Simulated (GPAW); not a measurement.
Crystal: MnO.

```
Mn O
1.0
     0.00000    2.22391    2.22391
     2.22391    0.00000    2.22391
     2.22391    2.22391    0.00000
Mn O
1 1
Direct
  0.00000 0.00000 0.00000
  0.50000 0.50000 0.50000
```

The cell is a database's computed one.

Base run:

| Property | Result |
| --- | --- |
| Program | GPAW 26.7.0 |
| Functional | PBEsol |
| Potentials or basis | PAW data sets generated in the run's folder for this functional |
| Cutoff | 800 eV |
| Basis | pw |
| k mesh | 10 × 10 × 10 |
| Occupations | fermi-dirac, width 0.05 eV |
| Spin | collinear spin, ferromagnetic start |
| Starting moments | [4.0, 0.0] μB |

Its results: band gap on the k mesh none (metal or under the smearing width); pressure -5.9 GPa; net moment 4.72 μB per cell; site moments Mn +4.19; O +0.16 μB.

Question: The run is repeated on the same cell with these changes: hubbard terms from none to Mn d U = 6 eV. What comes out?

Answer: Band gap on the k mesh 0.57 eV, indirect (least direct gap 2.63 eV); pressure 4.9 GPa; net moment 5.00 μB per cell; site moments Mn +4.57; O +0.10 μB.

The U term pushes filled and empty states of the shell apart.

Caveats: a cell with one magnetic atom can't hold antiferromagnetic order, which such compounds often take; semilocal functionals often make such compounds metallic where correlation or magnetic order opens a gap, which also shifts bond lengths (some runs).
